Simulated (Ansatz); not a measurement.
## Band structure of SnS$_{2}$

```
Sn S
1.0
     3.59830    0.00000    0.00000
    -1.79915    3.11622    0.00000
     0.00000    0.00000    5.49400
Sn S
1 2
Direct
  0.00000 0.00000 0.00000
  0.66667 0.33333 0.26390
  0.33333 0.66667 0.73610
```

Atoms are numbered in the order listed.

The cell comes from COD entry 7038081, which wasn't checked; take it as a given geometry.

No spin–orbit coupling, which matters for the heavy atoms here.

The calculation used Ansatz 0.2.0, DFT, PBE, all-electron LAPW, scalar-relativistic.

Numerical set-up: a Γ-centred 10×10×6 k mesh, Fermi–Dirac smearing of 0.01 eV, basis error target 1 meV/atom, no spin polarisation.

Points in fractions of the reciprocal vectors of this cell: Γ (0, 0, 0), M (0.5, 0, 0), K (0.333, 0.333, 0), A (0, 0, 0.5), L (0.5, 0, 0.5), H (0.333, 0.333, 0.5). The path joins them by straight lines in the order Γ–M–K–Γ–A–L–H–A–L; legs that retrace an earlier one aren't tabulated. Energies are in eV from the top of the valence band.

(1) Is there a gap?

(2) List the levels between -20 and 4.5 eV at the symmetry points.

Results:

(1) 1.10 eV.

(2) 
Γ: -14.63, -12.19, -6.42, -1.06 (×2), -0.87 (×2), 0.00, 1.81, 3.24
M: -12.54, -11.74, -7.34, -4.84, -3.53, -3.18, -1.76, -0.58, 1.61, 4.14
K: -11.88 (×2), -7.81, -3.97 (×2), -3.66, -2.21 (×2), 1.46
A: -14.30, -12.90, -4.65, -2.66, -1.24 (×2), -0.59 (×2), 3.19, 3.43
L: -12.34, -11.86, -7.66, -5.65, -2.86, -2.07, -1.25, -1.24, 1.39, 4.31
H: -11.84 (×2), -7.65, -4.88 (×2), -4.35, -0.49 (×2), 3.13
